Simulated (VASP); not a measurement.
## SrO under changes of volume

One of the cells (17.239 Å³/atom); the others are scaled copies at fixed shape and fractional positions:

```xyz
2
Lattice="0.0000 2.5833 2.5833 2.5833 0.0000 2.5833 2.5833 2.5833 0.0000" Properties=species:S:1:pos:R:3 pbc="T T T"
Sr    2.5833    2.5833    2.5833
O     0.0000    0.0000    0.0000
```

| Quantity | Value |
| --- | --- |
| Program | VASP 6.6.1 |
| Functional | PBEsol |
| Potentials or basis | VASP PAW PBE potentials, release 64 (Sr_sv, O) |
| Cutoff | 520 eV |
| k mesh | 9 × 9 × 9 |
| Occupations | fermi-dirac, width 0.05 eV |
| Spin | no spin polarisation |

| volume (Å³/atom) | energy over the lowest point (meV/atom) | pressure (GPa) | gap on the mesh (eV) |
| --- | --- | --- | --- |
| 15.887 | 19.71 | 6.8 | 3.16 |
| 16.225 | 7.83 | 4.3 | 3.18 |
| 16.563 | 0.91 | 2.1 | 3.19 |
| 17.239 | 0.00 | -1.7 | 3.22 |
| 17.577 | 5.08 | -3.3 | 3.23 |
| 17.915 | ? | ? | ? |

Question: What does the run at 17.915 Å³/atom give?

Answer: Energy over the lowest point 13.36 meV/atom; pressure -4.7 GPa; gap on the mesh 3.24 eV.

Worked out: A Birch-Murnaghan fit of order 3 (a polynomial in V^(-2/3)) to the other rows has its minimum at 16.93 Å³/atom with B0 = V·E''(V) = 93 GPa and B' = 4.6. It gives 13.35 meV/atom at 17.915 Å³/atom, against the run's 13.36, and -dE/dV = -4.6 GPa, against -4.7. A straight line through the other rows of the gap, of slope 0.686 eV per unit of ln V, extrapolates to 3.24 eV, against the run's 3.24.

Energies are extrapolated to zero smearing.

Caveats: the PAW data sets were made with another functional, which shifts forces and pressure a little; an odd mesh through Γ misses points on the zone boundary, where band edges often lie. Spin-orbit coupling on Sr is left out.
